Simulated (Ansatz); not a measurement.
Crystal: Cu.

```
Cu
1.0
     2.53076    0.00000    0.00000
    -1.26538    2.19171    0.00000
     0.00000    0.00000    8.26182
Cu
4
Direct
  0.66667 0.33333 0.75000
  0.00000 0.00000 0.50000
  0.33333 0.66667 0.25000
  0.00000 0.00000 0.00000
```

This isn't the form of Cu at room conditions, which is fcc.

| Item | Value |
| --- | --- |
| Program | Ansatz 0.2.0 |
| Task | single point |
| Functional | PBE |
| Potentials or basis | Ansatz PAW |
| Cutoff | 420 eV (not typed: the program's choice for these potentials) |
| k mesh | 12 × 12 × 4 |
| Occupations | fermi-dirac, width 0.05 eV |
| Spin | no spin polarisation |

On this cell: pressure 6.9 GPa; largest force under 0.003 eV/Å; band gap on the k mesh none (metal or under the smearing width).

The same run follows on a disturbed copy (atoms moved at random, drawn with an rms of 0.05 Å):

```xyz
4
Lattice="2.5308 0.0000 0.0000 -1.2654 2.1917 0.0000 0.0000 0.0000 8.2618" Properties=species:S:1:pos:R:3 pbc="T T T"
Cu    1.2394    0.7351    6.2148
Cu    0.0142    0.0376    4.1714
Cu   -0.0486    1.4204    2.0238
Cu   -0.0035    0.0357    0.0391
```

Task: What changes?

Result: The energy (extrapolated to zero smearing) moves by +9.6 meV/atom; pressure 7.3 GPa; largest force 0.727 eV/Å; band gap on the k mesh none (metal or under the smearing width).

Forces on the atoms (eV/Å):
```
Cu   0.050  0.044  0.174
Cu  -0.062 -0.069 -0.389
Cu   0.063  0.132  0.712
Cu  -0.051 -0.107 -0.497
```

Stress tensor (GPa, compression positive):
```
 6.94 -0.17  0.20
-0.17  7.60  0.32
 0.20  0.32  7.41
```
